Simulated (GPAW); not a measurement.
Crystal: PtS2.

```xyz
3
Lattice="3.5432 0.0000 0.0000 -1.7716 3.0685 0.0000 0.0000 0.0000 5.0388" Properties=species:S:1:pos:R:3 pbc="T T T"
Pt    0.0000    0.0000    0.0000
S     1.7716    1.0228    3.8950
S     0.0000    2.0457    1.1438
```

```yaml
Program: GPAW 26.7.0
Task: relaxation of cell and atoms
Functional: BP86
Potentials_or_basis: PAW data sets generated in the run's folder for this functional
Cutoff: 600 eV
Basis: pw
k_mesh: 6 × 6 × 4
Occupations: fermi-dirac, width 0.05 eV
Spin: no spin polarisation
```

At the start: pressure 12.5 GPa; volume 18.26 Å³/atom.

Problem. How do energy, volume and symmetry change on relaxing?

Solution. Over 13 steps the energy falls by 76.6 meV/atom and the volume is 24.30 Å³/atom (+33.1 %); space group P-3m1 (No. 164, to 0.05 Å).

The path:
```csv
step,energy change (eV),largest force (eV/Å),pressure (GPa),volume (Å³)
1,0.0000,1.3793,12.54,54.78
2,-0.1138,0.7966,7.43,55.91
3,-0.1822,0.0321,1.00,57.65
4,-0.1835,0.0479,0.34,57.88
5,-0.1840,0.0725,0.13,58.00
6,-0.1864,0.1367,-0.45,58.48
7,-0.1907,0.1987,-1.06,59.34
8,-0.2002,0.2453,-1.59,61.22
9,-0.2158,0.1922,-1.34,64.62
10,-0.2265,0.0114,-0.13,68.52
11,-0.2277,0.0467,0.26,69.97
12,-0.2280,0.0378,0.21,70.35
13,-0.2299,0.0050,0.08,72.91
```

Final structure:
```cif
data_structure
_symmetry_space_group_name_H-M 'P 1'
_symmetry_Int_Tables_number 1
_cell_length_a 3.5828
_cell_length_b 3.5828
_cell_length_c 6.5591
_cell_angle_alpha 90.000
_cell_angle_beta 90.000
_cell_angle_gamma 120.000
_cell_volume 72.91
loop_
_atom_site_label
_atom_site_type_symbol
_atom_site_fract_x
_atom_site_fract_y
_atom_site_fract_z
_atom_site_occupancy
Pt1 Pt 0.00000 0.00000 0.00000 1
S1 S 0.66667 0.33333 0.81223 1
S2 S 0.33333 0.66667 0.18777 1
```

Caveat: later steps reuse the first step's grids; the volume moved by over 15 % at a fixed basis, so the end points are rough; the volume moved by +33 % from the deposited cell, more than functionals usually miss.
